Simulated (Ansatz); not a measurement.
The system is NbP.

```xyz
4
Lattice="-1.6749 1.6749 5.7401 1.6749 -1.6749 5.7401 1.6749 1.6749 -5.7401" Properties=species:S:1:pos:R:3 pbc="T T T"
Nb    1.6749    0.0000    2.8687
Nb    0.0000    0.0000    5.7387
P     0.0000    1.6749    3.8200
P     0.0000    0.0000    0.9500
```

The cell is a database's computed one.

- Program: Ansatz 0.2.0
- Task: relaxation of cell and atoms
- Functional: PBEsol
- Dispersion: D4
- Potentials or basis: Ansatz PAW
- Cutoff: 420 eV (not typed: the program's choice for these potentials)
- k mesh: 11 × 11 × 11
- Occupations: fermi-dirac, width 0.05 eV
- Spin: no spin polarisation

At the start: volume 16.10 Å³/atom.

Question: How do energy, volume and symmetry change on relaxing?

Answer: It ends after 5 steps and the volume is 15.38 Å³/atom (-4.5 %); space group I4_1md (No. 109, to 0.05 Å).

The path:
```csv
step,energy change (eV),largest force (eV/Å),volume (Å³)
1,0.0000,0.0172,64.41
2,-0.0355,0.0034,59.47
3,-0.0823,0.0007,61.65
4,-0.0826,0.0014,61.51
5,-0.0822,0.0014,61.51
```

Final structure:
```yaml
crystal:
  lattice:
    - [-1.65478, 1.65478, 5.61595]
    - [1.65478, -1.65478, 5.61595]
    - [1.65478, 1.65478, -5.61595]
  atoms:
    - { symbol: Nb, position: [0.25026, 0.75026, 0.50000] }
    - { symbol: Nb, position: [0.50026, 0.50026, 0.00000] }
    - { symbol: P, position: [0.83236, 0.33236, 0.50000] }
    - { symbol: P, position: [0.08236, 0.08236, 0.00000] }
```

Caveat: the plane-wave basis is chosen anew once the cell has moved, so the energies of steps on either side of that aren't comparable; the PAW data sets come from PBE, with cores solved anew for the run's functional, which leaves a small shift of forces and pressure.
